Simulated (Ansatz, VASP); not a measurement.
Two plane-wave programs on SiC

```
Si C
1.0
     1.15034    2.87584    2.87584
     2.87584    1.15034    2.87584
     2.87584    2.87584    1.15034
Si C
1 1
Cartesian
  0.0000 0.0000 0.0000
  5.1765 5.1765 5.1765
```

Alike in both runs: task single point; functional PBE; k mesh 12 × 12 × 12; occupations gaussian, width 0.05 eV; no spin polarisation.

```csv
,VASP,Ansatz
version,VASP 6.6.1,Ansatz 0.2.0
potentials or method,"VASP PAW PBE potentials, release 64 (Si, C)","scalar-relativistic, plane waves, PAW"
plane-wave cutoff (eV),520,420
valence electrons in the cell,8,8
```

|  | VASP | Ansatz | Ansatz less VASP |
| --- | --- | --- | --- |
| gap on the k mesh at the Fermi level (eV) | none | none | - |
| rms of the force components (eV/Å) | 2.397 | 2.369 | -0.0283 |

Atom by atom the forces differ by 0.028 eV/Å (rms over components). A gap of «none» marks a metal or a gap that the smearing closes.

Caveats: forces of over 1 eV/Å show positions far from the minimum, so gaps and moduli don't describe the material at rest.
